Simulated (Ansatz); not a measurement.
# Gallium, diamond under PBEsol: from relaxation to bulk modulus, part 2 of 2

What does PBEsol give for gallium in the diamond structure? We relax it, solve it on a dense k-mesh, then scale the cell to 7 volumes from 88 to 112 % of the relaxed one and try a fit of the equation of state. Spin polarisation is left out. The k-meshes are 9×9×9 for the relaxation; 16×16×16 for the dense run; 11×11×11 for the volumes.

Ansatz 0.2.0; DFT, PBEsol, plane waves (420 eV) with PAW, scalar-relativistic.

## (5) Volume × 0.92

Input file input.yaml:

```yaml
crystal:
  lattice:
    - [0.0, 2.799828158, 2.799828158]
    - [2.799828158, 0.0, 2.799828158]
    - [2.799828158, 2.799828158, 0.0]
  atoms:
    - { symbol: Ga, position: [0.125, 0.125, 0.125] }
    - { symbol: Ga, position: [0.875, 0.875, 0.875] }
hamiltonian:
  xc: pbesol
  pseudopotentials:
    kind: paw
    azcp:
      Ga: "pseudopotentials/Ga.paw.azcp"
basis:
  ecutwfc: 420
  fft_grid_basis: typed
kpoints:
  mp_grid: { grid: [11, 11, 11], shift: [0, 0, 0] }
magnetization:
  spin_polarized: false
scf:
  occupations: { method: fermi_dirac, width: 0.1 }
  lower_state_search: "off"
output:
  stress: true
```

Output, shortened:

```text
Warning: <dir> the record states the generating functional pbe (its physics header spells it `PBE`), which answers neither for hamiltonian.xc's functional nor for the pbesol family's — results may be inconsistent (PPs are generated against a specific XC)
Warning: RAYON_NUM_THREADS=2 ignored (pool sized by the plan → 2); use --threads N
[...]
Pseudopotentials: kind: paw
Pseudopotential: Ga, paw, valence charge 13, recommended cutoff 420 eV (normal), <dir>
Functional definition: PBEsol
[...]
Crystal: 2 atoms, lattice volume = 43.896 Å³
Basis set: ecut = 420 eV, 869 PW (Γ)
Bands: 17, of which v1, the nominal top of the filled ones, is band 13 counted from 1 (12 counted from 0)
Symmetry: 48 space group operations
Space group: Fd-3m (ITA 227), of the structure as read, at distance tolerance 3.5e-5 Å
k-points: 56 of 1331
[...]
SCF iter   1: F=—  HF=-7485.701603 eV  |F-HF|=—  |Δ(HF+E_count)|=         —  Δρ=1.63e-3  dr2=7.93e-4  ethr=1.77e-3  ⟨swp⟩=5.2  Hψ=4581  notcnv=0
[...]
SCF iter   6: F=-7485.701727 eV  HF=-7485.701727 eV  |F-HF|=1.99e-8  |Δ(HF+E_count)|=   5.36e-7  Δρ=8.25e-6  dr2=1.36e-8  ethr=3.85e-10  ⟨swp⟩=3.1  Hψ=4105  notcnv=0
[...]
SCF converged after 6 iterations
Free energy (F): -7485.701727 eV
[...]
E sigma→0 (E₀):  -7485.683736 eV
Entropy (-TS):   -0.035983 eV (-17.992 meV/atom)
Fermi energy:    6.991765 eV
[...]
--- Stress (GPa, compression-positive) ---
        4.435873       0.000000       0.000000
        0.000000       4.435873      -0.000000
        0.000000      -0.000000       4.435873
  P = ⅓ Tr σ = 4.4359 GPa (44.359 kbar)
```

It took 1.2 s on 2 threads of Arm Neoverse V1, shared host; peak memory 0.32 GiB.

## (6) Volume × 0.96

input.yaml, as its differences from that of step 5:

```diff
@@ -2,5 +2,5 @@
   lattice:
-    - [0.0, 2.799828158, 2.799828158]
-    - [2.799828158, 0.0, 2.799828158]
-    - [2.799828158, 2.799828158, 0.0]
+    - [0.0, 2.8398311077, 2.8398311077]
+    - [2.8398311077, 0.0, 2.8398311077]
+    - [2.8398311077, 2.8398311077, 0.0]
   atoms:
```

Output, shortened:

```text
Warning: <dir> the record states the generating functional pbe (its physics header spells it `PBE`), which answers neither for hamiltonian.xc's functional nor for the pbesol family's — results may be inconsistent (PPs are generated against a specific XC)
Warning: RAYON_NUM_THREADS=2 ignored (pool sized by the plan → 2); use --threads N
[...]
[... 3 set-up lines as earlier in the session ...]
[...]
Crystal: 2 atoms, lattice volume = 45.804 Å³
Basis set: ecut = 420 eV, 893 PW (Γ)
Bands: 17, of which v1, the nominal top of the filled ones, is band 13 counted from 1 (12 counted from 0)
[... 2 set-up lines as earlier in the session ...]
k-points: 56 of 1331
[...]
SCF iter   1: F=—  HF=-7485.739129 eV  |F-HF|=—  |Δ(HF+E_count)|=         —  Δρ=1.48e-3  dr2=7.73e-4  ethr=1.77e-3  ⟨swp⟩=5.1  Hψ=4498  notcnv=0
[...]
SCF iter   7: F=-7485.739020 eV  HF=-7485.739020 eV  |F-HF|=1.90e-9  |Δ(HF+E_count)|=   6.31e-8  Δρ=1.47e-6  dr2=6.21e-10  ethr=2.08e-10  ⟨swp⟩=4.0  Hψ=3322  notcnv=0
[...]
SCF converged after 7 iterations
Free energy (F): -7485.739020 eV
[...]
E sigma→0 (E₀):  -7485.720191 eV
Entropy (-TS):   -0.037657 eV (-18.829 meV/atom)
Fermi energy:    6.541209 eV
[...]
--- Stress (GPa, compression-positive) ---
        1.925180      -0.000000       0.000000
       -0.000000       1.925180       0.000000
       -0.000000       0.000000       1.925180
  P = ⅓ Tr σ = 1.9252 GPa (19.252 kbar)
```

It took 1.4 s on 2 threads of Arm Neoverse V1, shared host; peak memory 0.32 GiB.

## (7) Volume × 1.0

input.yaml, as its differences from that of step 6:

```diff
@@ -2,5 +2,5 @@
   lattice:
-    - [0.0, 2.8398311077, 2.8398311077]
-    - [2.8398311077, 0.0, 2.8398311077]
-    - [2.8398311077, 2.8398311077, 0.0]
+    - [0.0, 2.8787377384, 2.8787377384]
+    - [2.8787377384, 0.0, 2.8787377384]
+    - [2.8787377384, 2.8787377384, 0.0]
   atoms:
```

Output, shortened:

```text
Warning: <dir> the record states the generating functional pbe (its physics header spells it `PBE`), which answers neither for hamiltonian.xc's functional nor for the pbesol family's — results may be inconsistent (PPs are generated against a specific XC)
Warning: RAYON_NUM_THREADS=2 ignored (pool sized by the plan → 2); use --threads N
[...]
[... 3 set-up lines as earlier in the session ...]
[...]
Crystal: 2 atoms, lattice volume = 47.713 Å³
Basis set: ecut = 420 eV, 941 PW (Γ)
Bands: 17, of which v1, the nominal top of the filled ones, is band 13 counted from 1 (12 counted from 0)
[... 2 set-up lines as earlier in the session ...]
k-points: 56 of 1331
[...]
SCF iter   1: F=—  HF=-7485.749970 eV  |F-HF|=—  |Δ(HF+E_count)|=         —  Δρ=1.41e-3  dr2=7.76e-4  ethr=1.77e-3  ⟨swp⟩=5.2  Hψ=4458  notcnv=0
[...]
SCF iter   6: F=-7485.749775 eV  HF=-7485.749775 eV  |F-HF|=1.62e-9  |Δ(HF+E_count)|=   1.95e-8  Δρ=3.31e-6  dr2=8.24e-9  ethr=3.85e-10  ⟨swp⟩=4.1  Hψ=3340  notcnv=0
[...]
SCF converged after 6 iterations
Free energy (F): -7485.749775 eV
[...]
E sigma→0 (E₀):  -7485.729927 eV
Entropy (-TS):   -0.039696 eV (-19.848 meV/atom)
Fermi energy:    6.126128 eV
[...]
--- Stress (GPa, compression-positive) ---
       -0.037284       0.000000      -0.000000
       -0.000000      -0.037284       0.000000
       -0.000000      -0.000000      -0.037284
  P = ⅓ Tr σ = -0.0373 GPa (-0.373 kbar)
```

Wall time 1.2 s (2 threads of Arm Neoverse V1, shared host); peak memory 0.32 GiB.

## (8) Volume × 1.04

input.yaml, as its differences from that of step 7:

```diff
@@ -2,5 +2,5 @@
   lattice:
-    - [0.0, 2.8787377384, 2.8787377384]
-    - [2.8787377384, 0.0, 2.8787377384]
-    - [2.8787377384, 2.8787377384, 0.0]
+    - [0.0, 2.9166202108, 2.9166202108]
+    - [2.9166202108, 0.0, 2.9166202108]
+    - [2.9166202108, 2.9166202108, 0.0]
   atoms:
@@ -26 +26,5 @@
   stress: true
+  write_density: true
+  write_potential: true
+  elf: true
+  volumetric_format: npy
```

Output, shortened:

```text
Warning: <dir> the record states the generating functional pbe (its physics header spells it `PBE`), which answers neither for hamiltonian.xc's functional nor for the pbesol family's — results may be inconsistent (PPs are generated against a specific XC)
Warning: RAYON_NUM_THREADS=2 ignored (pool sized by the plan → 2); use --threads N
[...]
[... 3 set-up lines as earlier in the session ...]
[...]
Crystal: 2 atoms, lattice volume = 49.621 Å³
Basis set: ecut = 420 eV, 941 PW (Γ)
Bands: 17, of which v1, the nominal top of the filled ones, is band 13 counted from 1 (12 counted from 0)
[... 1 set-up line as earlier in the session ...]
Space group: Fd-3m (ITA 227), of the structure as read, at distance tolerance 3.7e-5 Å
k-points: 56 of 1331
[...]
SCF iter   1: F=—  HF=-7485.739989 eV  |F-HF|=—  |Δ(HF+E_count)|=         —  Δρ=1.37e-3  dr2=7.82e-4  ethr=1.77e-3  ⟨swp⟩=5.0  Hψ=4441  notcnv=0
[...]
SCF iter   6: F=-7485.739858 eV  HF=-7485.739858 eV  |F-HF|=6.71e-10  |Δ(HF+E_count)|=   5.72e-8  Δρ=2.57e-6  dr2=4.93e-9  ethr=3.85e-10  ⟨swp⟩=7.3  Hψ=5189  notcnv=0
[...]
SCF converged after 6 iterations
Free energy (F): -7485.739858 eV
[...]
E sigma→0 (E₀):  -7485.719025 eV
Entropy (-TS):   -0.041666 eV (-20.833 meV/atom)
Fermi energy:    5.742517 eV
[...]
--- Stress (GPa, compression-positive) ---
       -1.565433       0.000000       0.000000
        0.000000      -1.565433      -0.000000
       -0.000000      -0.000000      -1.565433
  P = ⅓ Tr σ = -1.5654 GPa (-15.654 kbar)
--- Band table (eV; the first three rows and the last of 56) ---
  k-point 0: bands = ["-8.9881", "-8.9881", "-8.9881", "-8.9447", "-8.9447", "-8.6232", "-8.6232", "-8.6232", "-8.5664", "-8.5664", "-3.6922", "8.5444", "8.5444", "8.5444", "9.3611", "10.5762", "10.5762"]
[...]
```

Run time: 1.6 s. Hardware: 2 threads of Arm Neoverse V1, shared host; peak memory 0.33 GiB.

## (9) Volume × 1.08

input.yaml, as its differences from that of step 8:

```diff
@@ -2,5 +2,5 @@
   lattice:
-    - [0.0, 2.9166202108, 2.9166202108]
-    - [2.9166202108, 0.0, 2.9166202108]
-    - [2.9166202108, 2.9166202108, 0.0]
+    - [0.0, 2.9535433737, 2.9535433737]
+    - [2.9535433737, 0.0, 2.9535433737]
+    - [2.9535433737, 2.9535433737, 0.0]
   atoms:
@@ -26,5 +26 @@
   stress: true
-  write_density: true
-  write_potential: true
-  elf: true
-  volumetric_format: npy
```

Output, shortened:

```text
Warning: <dir> the record states the generating functional pbe (its physics header spells it `PBE`), which answers neither for hamiltonian.xc's functional nor for the pbesol family's — results may be inconsistent (PPs are generated against a specific XC)
Warning: RAYON_NUM_THREADS=2 ignored (pool sized by the plan → 2); use --threads N
[...]
[... 3 set-up lines as earlier in the session ...]
[...]
Crystal: 2 atoms, lattice volume = 51.530 Å³
Basis set: ecut = 420 eV, 965 PW (Γ)
Bands: 17, of which v1, the nominal top of the filled ones, is band 13 counted from 1 (12 counted from 0)
[... 2 set-up lines as earlier in the session ...]
k-points: 56 of 1331
[...]
SCF iter   1: F=—  HF=-7485.713910 eV  |F-HF|=—  |Δ(HF+E_count)|=         —  Δρ=1.37e-3  dr2=8.37e-4  ethr=1.77e-3  ⟨swp⟩=5.1  Hψ=4428  notcnv=0
[...]
SCF iter   6: F=-7485.713839 eV  HF=-7485.713839 eV  |F-HF|=8.28e-9  |Δ(HF+E_count)|=   7.70e-8  Δρ=4.39e-6  dr2=7.37e-9  ethr=3.85e-10  ⟨swp⟩=4.0  Hψ=2986  notcnv=0
[...]
SCF converged after 6 iterations
Free energy (F): -7485.713839 eV
[...]
E sigma→0 (E₀):  -7485.692183 eV
Entropy (-TS):   -0.043312 eV (-21.656 meV/atom)
Fermi energy:    5.387879 eV
[...]
--- Stress (GPa, compression-positive) ---
       -2.752708      -0.000000      -0.000000
       -0.000000      -2.752708       0.000000
        0.000000       0.000000      -2.752708
  P = ⅓ Tr σ = -2.7527 GPa (-27.527 kbar)
```

Run time: 1.2 s. Hardware: 2 threads of Arm Neoverse V1, shared host; peak memory 0.32 GiB.

## (10) Volume × 1.12

input.yaml, as its differences from that of step 9:

```diff
@@ -2,5 +2,5 @@
   lattice:
-    - [0.0, 2.9535433737, 2.9535433737]
-    - [2.9535433737, 0.0, 2.9535433737]
-    - [2.9535433737, 2.9535433737, 0.0]
+    - [0.0, 2.9895657455, 2.9895657455]
+    - [2.9895657455, 0.0, 2.9895657455]
+    - [2.9895657455, 2.9895657455, 0.0]
   atoms:
```

Output, shortened:

```text
Warning: <dir> the record states the generating functional pbe (its physics header spells it `PBE`), which answers neither for hamiltonian.xc's functional nor for the pbesol family's — results may be inconsistent (PPs are generated against a specific XC)
Warning: RAYON_NUM_THREADS=2 ignored (pool sized by the plan → 2); use --threads N
[...]
[... 3 set-up lines as earlier in the session ...]
[...]
Crystal: 2 atoms, lattice volume = 53.439 Å³
Basis set: ecut = 420 eV, 1037 PW (Γ)
Bands: 17, of which v1, the nominal top of the filled ones, is band 13 counted from 1 (12 counted from 0)
[... 2 set-up lines as earlier in the session ...]
k-points: 56 of 1331
[...]
SCF iter   1: F=—  HF=-7485.675325 eV  |F-HF|=—  |Δ(HF+E_count)|=         —  Δρ=1.42e-3  dr2=9.56e-4  ethr=1.77e-3  ⟨swp⟩=5.0  Hψ=4432  notcnv=0
[...]
SCF iter   6: F=-7485.675306 eV  HF=-7485.675306 eV  |F-HF|=9.76e-10  |Δ(HF+E_count)|=   1.33e-7  Δρ=2.63e-6  dr2=3.19e-9  ethr=3.85e-10  ⟨swp⟩=4.0  Hψ=3153  notcnv=0
[...]
SCF converged after 6 iterations
Free energy (F): -7485.675306 eV
[...]
E sigma→0 (E₀):  -7485.653032 eV
Entropy (-TS):   -0.044547 eV (-22.274 meV/atom)
Fermi energy:    5.060664 eV
[...]
--- Stress (GPa, compression-positive) ---
       -3.679757      -0.000000      -0.000000
       -0.000000      -3.679757       0.000000
       -0.000000      -0.000000      -3.679757
  P = ⅓ Tr σ = -3.6798 GPa (-36.798 kbar)
```

Wall time 1.3 s (2 threads of Arm Neoverse V1, shared host); peak memory 0.32 GiB.

## (11) Energy and pressure against volume

All volumes keep the relaxed shape and fractional coordinates.

```csv
V (Å³/atom),E − E₀ (meV/atom),P from the stress (GPa),P from the fit (GPa)
20.994,58.3,7.61,7.62
21.948,23.1,4.44,4.36
22.902,4.9,1.93,1.84
23.856,0.0,-0.04,-0.12
24.811,5.5,-1.57,-1.64
25.765,18.9,-2.75,-2.82
26.719,38.5,-3.68,-3.72
```

Fit (Birch-Murnaghan, third order): V₀ = 23.791 Å³/atom, B₀ = 44 GPa, B₀′ = 5.3, largest residual 0.04 meV/atom.

Fit and stress differ a little: one follows E(σ → 0), the other the smeared free energy.

## (12) Outcome

This closing draws on all 2 parts.

```
                      quantity                               value
space group (spins left aside)                     Fd-3m (No. 227)
             conventional cell                         a = 5.757 Å
                        volume                      23.856 Å³/atom
             shortest distance                             2.493 Å
               gap on the mesh        none (levels filled in part)
   relative to alpha-Ga (Cmce)                       +338 meV/atom
 highest ELF outside the cores  0.54, 1.31 Å from the nearest atom
                   V₀, B₀, B₀′         23.791 Å³/atom, 44 GPa, 5.3
```

What this shows: The relaxation shrank the cell by 9.8 % in volume. It lies 338 meV/atom above the element's reference form at the same level (alpha-Ga (Cmce), from a run of its own), so it is far from stable. Levels at the Fermi energy are filled in part, as in a metal. B₀ comes out at 44 GPa. The symmetry was held, so the structure may be unstable against distortions that break it.
